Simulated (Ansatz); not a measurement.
NaI, DFT, LDA, all-electron PAW with datasets made for the crystal, scalar-relativistic (Ansatz 0.2.0), run on 1 thread of Intel(R) Xeon(R) 6975P-C (Granite Rapids) on a shared host.

The cell is COD entry 9008681, as deposited and not checked against the literature; nothing was relaxed. The listed cell was then made from it by scaling, straining or moving an atom.

Command: `ansatz run input.yaml --threads 1 --pin off --max-ram 3072MiB --backend cpu --events-out ev --progress --plain --runs-dir out`

```yaml
crystal:
  lattice:
    - [0.0, 3.2471522385, 3.2471522385]
    - [3.2471522385, 0.0, 3.2471522385]
    - [3.2471522385, 3.2471522385, 0.0]
  atoms:
    - { symbol: Na, position: [0.0, 0.0, 0.0] }
    - { symbol: I, position: [0.5, 0.5, 0.5] }
kpoints:
  mp_grid: { grid: [8, 8, 8] }
scf:
  occupations: { method: fermi_dirac, width: 0.02 }
hamiltonian:
  xc: lda
  pseudopotentials: { kind: all_electron, datasets: crystal }
output:
  forces: true
  stress: true
  eigenvalues: true
  efg: { contact_densities: true }
```

(1) How large is the problem that the program sets up?

(2) About how long does it take, and how much memory does it use?

Results:

(1) 29 irreducible k-points, 645 plane waves at Γ, 17 bands.

(2) 3.6 s of wall time for 8 SCF iterations, with a peak of 0.43 GiB. Times on shared machines scatter by tens of per cent.
